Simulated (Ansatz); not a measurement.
HgTe (zincblende type), DFT, PBE, all-electron LAPW, scalar-relativistic (Ansatz 0.2.0), on 1 thread of Intel(R) Xeon(R) 6975P-C (Granite Rapids) (shared host).

Command: `ansatz run input.yaml --threads 1 --pin off --max-ram 3584MiB --backend cpu --events-out ev --progress --plain --runs-dir out`

```yaml
crystal:
  lattice:
    - [0.0, 2.8924183491, 2.8924183491]
    - [2.8924183491, 0.0, 2.8924183491]
    - [2.8924183491, 2.8924183491, 0.0]
  atoms:
    - { symbol: Hg, position: [0.0, 0.0, 0.0] }
    - { symbol: Te, position: [0.25, 0.25, 0.25] }
kpoints:
  mp_grid: { grid: [12, 12, 12] }
scf:
  occupations: { method: fermi_dirac, width: 0.05 }
hamiltonian:
  xc: pbe
  pseudopotentials: { kind: all_electron, lapw: { basis_error: 0.0005 } }
output:
  forces: true
  stress: true
  eigenvalues: true
relax:
  f_tol: 0.005
  max_steps: 12
  cell: { p_target: 42.0, stress_tol: 0.03 }
```

(1) How large is the problem that the program sets up?

(2) About how long does it take, and how much memory?

Answers

(1) 72 irreducible k-points, 869 plane waves at Γ, 45 bands.

(2) 59 s of wall time for 10 SCF iterations over 1 geometries, with a peak of 0.62 GiB. Times on shared machines scatter by tens of per cent.
